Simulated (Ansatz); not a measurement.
Crystal: Si.

```
Si
1.0
     2.62054    0.00000    0.00000
    -1.31027    2.26946    0.00000
     0.00000    0.00000    2.46635
Si
1
Direct
  0.00000 0.00000 0.00000
```

This isn't the form of Si at room conditions, which is diamond.

A run of Ansatz 0.2.0 on this cell left the log below. Logs are shortened: lines on timing, memory, paths and dates and some standing lists are left out, and cuts for length are marked.

```text
Warning: RAYON_NUM_THREADS=2 ignored (pool sized by the plan → 2); use --threads N
Engine: ansatz 0.2.0, aarch64-unknown-linux-gnu
Pseudopotentials: kind: paw
Pseudopotential: Si, paw, valence charge 4, recommended cutoff 420 eV (normal), Si.paw.azcp
Functional definition: PBE
  parameter kappa = 0.804
  parameter beta = 0.06672455060314922
  exchange = pbe_x(kappa = kappa, mu = beta*pi^2/3)
  correlation = pbe_c(beta = beta)
Crystal: 1 atoms, lattice volume = 14.668 Å³
Basis set: ecut = 420 eV, 279 PW (Γ), exchange–correlation on 36×36×36 points (8 copies of the dense FFT grid, shifted against one another)
Bands: 6, of which v1, the nominal top of the filled ones, is band 2 counted from 1 (1 counted from 0)
Symmetry: 24 space group operations
Space group: P6/mmm (ITA 191), of the structure as read, at distance tolerance 2.4e-5 Å
k-points: 114 of 1584
Non-local potential: Si, projectors of the file, l = 0: 2, l = 1: 2, l = 2: 2
PAW form: soft (Blöchl's): semilocal exchange-correlation on the pseudo side does not see the compensation charge
PAW one-centre angular grid: Si, 110 points (default); XC on 64 Gauss nodes
Initial density: superposition of atomic densities (neutral atoms: chi_scale 0, normalization atom), corrected by the library's trained network
Initial wavefunctions: pseudopotential atomic-orbital guess
Functional: x = pbe(κ = 0.804, μ = 0.2195149727645171), c = pbe(β = 0.06672455060314922)
SCF iter   1: F=—  HF=-635.506038 eV  |F-HF|=—  |Δ(HF+E_count)|=         —  Δρ=1.86e-3  dr2=4.26e-4  ethr=1.77e-3  ⟨swp⟩=5.8  Hψ=6550  notcnv=0
preconditioner: auto → none  [insulator: Δε(μ)=0.056 eV  Ē_g=13.905 eV  σ=0.027 eV  W_gap=0.54  n_scr=0 (ndim 8)  ℏωp=19.4 eV  f_vac=0.000  D(μ)=0.63/eV (n_scr^D=8)  ε∞_Penn≈2.9]
SCF iter   2: F=—  HF=-635.505987 eV  |F-HF|=—  |Δ(HF+E_count)|=   5.08e-5  Δρ=6.89e-4  dr2=4.51e-5  ethr=1.07e-5  ⟨swp⟩=1.5  Hψ=1672  notcnv=0
SCF iter   3: F=—  HF=-635.505977 eV  |F-HF|=—  |Δ(HF+E_count)|=   9.73e-6  Δρ=1.26e-4  dr2=1.14e-6  ethr=1.13e-6  ⟨swp⟩=1.5  Hψ=771  notcnv=0
iter 4 did not close the SCF: its close was put off for the readings that it lacked (scf_convergence_deferred on its scf_iter line)
SCF iter   4: F=-635.505978 eV  HF=-635.505978 eV  |F-HF|=1.33e-8  |Δ(HF+E_count)|=   8.08e-7  Δρ=1.37e-5  dr2=2.83e-8  ethr=2.85e-8  ⟨swp⟩=1.9  Hψ=876  notcnv=0
iter 5 did not close the SCF: its close was put off for the readings that it lacked (scf_convergence_deferred on its scf_iter line)
SCF iter   5: F=-635.505978 eV  HF=-635.505978 eV  |F-HF|=1.29e-9  |Δ(HF+E_count)|=   9.78e-9  Δρ=4.38e-6  dr2=2.82e-9  ethr=7.07e-10  ⟨swp⟩=1.1  Hψ=681  notcnv=0
SCF iter   6: F=-635.505978 eV  HF=-635.505978 eV  |F-HF|=2.39e-12  |Δ(HF+E_count)|=   1.09e-9  Δρ=2.14e-7  dr2=6.61e-12  ethr=7.05e-11  ⟨swp⟩=1.9  Hψ=2132  notcnv=0
SCF 1 converged in 6 iterations: F = -635.505978 eV  dr2 = 6.61e-12
  greatest PAW one-centre occupation: 0.650 electrons in one spin orbital (limit 2), on the Si atom at site 0 (counted from 0), in its partial waves of l = 0
SCF converged after 6 iterations
Free energy (F): -635.505978 eV
Harris-Foulkes:  -635.505978 eV  (|F-HF|=2.39e-12)
Internal energy: -635.505747 eV  (E = F + TS)
E sigma→0 (E₀):  -635.505863 eV
Entropy (-TS):   -0.000230 eV (-0.230 meV/atom)
Fermi energy:    10.204052 eV
--- Per-component energies (eV) ---
  E_band       = 18.553380
  E_kinetic    = 41.596774
  E_local      = -0.504127  (includes V_loc(G=0)·N_el)
  E_nonlocal   = 25.494890
  E_hartree    = 1.039716
  E_xc         = -56.059414
  E_vxc        = -47.930060  (∫ρ·V_xc dr)
  E_paw        = -512.456825  (= ΣΔE_a)
  E_vpaw       = -2.183541  (= ΣTr[D̂ρ^β])
  E_aug_tail   = 0.000006  (compensation charges beyond the density's cutoff)
  E_ewald      = -134.616768
  E_smearing   = -0.000230  (= −TS)
  E_closure    = -0.000000  (closes the sum)
  Σ components = -635.505978   (vs F -635.505978, Δ=0.00e0)
--- Forces (eV/Å), atoms counted from 1 ---
  atom   1  Si     0.00000000     0.00000000     0.00000000
  max |Σ_I F_I| component: 1.03e-33 eV/Å
--- Stress (GPa, compression-positive) ---
        1.318290      -0.000000       0.000000
       -0.000000       1.318290       0.000000
        0.000000       0.000000       6.580066
  P = ⅓ Tr σ = 3.0722 GPa (30.722 kbar)
--- Band table (eV; the first three rows and the last of 114) ---
  k-point 0: bands = ["-3.8950", "17.7452", "18.2503", "20.6220", "20.6220", "22.5048"]
  k-point 1: bands = ["-3.7014", "14.6227", "20.7731", "20.7731", "21.2852", "22.6592"]
  k-point 2: bands = ["-3.1236", "11.3844", "21.2249", "21.2249", "23.1073", "23.1073"]
  k-point 113: bands = ["8.8569", "9.2736", "9.2736", "11.7310", "14.3245", "14.3245"]
```

Task: What input gives this log?

Result: Single point with PBE, no spin polarisation. The files as run (others can give the same):

input.yaml
```yaml
crystal:
  lattice:
    - [2.6205428149, 0.0, 0.0]
    - [-1.3102714075, 2.2694566494, 0.0]
    - [0.0, 0.0, 2.46635439]
  atoms:
    - { symbol: Si, position: [0.0, 0.0, 0.0] }
hamiltonian:
  xc: pbe
  pseudopotentials: { kind: paw }
kpoints:
  mp_grid: { grid: [12, 12, 11] }
scf:
  occupations: { method: gaussian, width: 0.027 }
output:
  forces: true
  stress: true
  eigenvalues: true
```

Potentials or basis: Ansatz PAW.
The run is started by
```sh
$ ansatz run input.yaml --threads 2 --pin off --max-ram 5632MiB --backend cpu --events-out ev --progress --plain --runs-dir out
```
